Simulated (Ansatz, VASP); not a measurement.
AlN in VASP and in Ansatz

Contents of INCAR:

```
PREC = Accurate
ENCUT = 520
EDIFF = 1E-6
ISMEAR = 0
SIGMA = 0.01
LREAL = False
LASPH = True
NELM = 100
ALGO = Normal
ISIF = 2
LWAVE = False
LCHARG = False
GGA = PE
NBANDS = 11
```

Contents of KPOINTS:

```
Automatic mesh
0
Gamma
  8 8 8
```

File POSCAR:

```
AlN
1.0
    0.0000000000      2.2233864120      2.2233864120
    2.2233864120      0.0000000000      2.2233864120
    2.2233864120      2.2233864120      0.0000000000
Al N
1 1
Direct
    0.0000000000      0.0000000000      0.0000000000
    0.7500000000      0.7500000000      0.7500000000
```

Input for Ansatz:

```yaml
crystal:
  lattice:
    - [0.0, 2.223386412, 2.223386412]
    - [2.223386412, 0.0, 2.223386412]
    - [2.223386412, 2.223386412, 0.0]
  atoms:
    - { symbol: Al, position: [0.0, 0.0, 0.0] }
    - { symbol: "N", position: [0.75, 0.75, 0.75] }
kpoints:
  mp_grid: { grid: [8, 8, 8] }
hamiltonian:
  xc: pbe
scf:
  occupations: { method: fixed }
  n_extra_bands: 4
output:
  forces: true
  stress: true
  eigenvalues: true
```

Alike in both runs: task single point; functional PBE; k mesh 8 × 8 × 8; no spin polarisation.

|  | VASP | Ansatz |
| --- | --- | --- |
| version | VASP 6.6.1 | Ansatz 0.2.0 |
| potentials or method | VASP PAW PBE potentials, release 64 (Al, N) | plane waves, PAW |
| plane-wave cutoff (eV) | 520 | 420 |
| occupations | gaussian, width 0.01 eV | fixed |
| valence electrons in the cell | 8 | 8 |

```tsv
	VASP	Ansatz	Ansatz less VASP
gap on the k mesh at the Fermi level (eV)	3.29	3.29	+0.006
pressure (GPa)	-5.7	-5.4	+0.29
```

A k mesh can miss the band edges. Expect the measured gap to be larger: semilocal functionals such as PBE lack the derivative discontinuity.
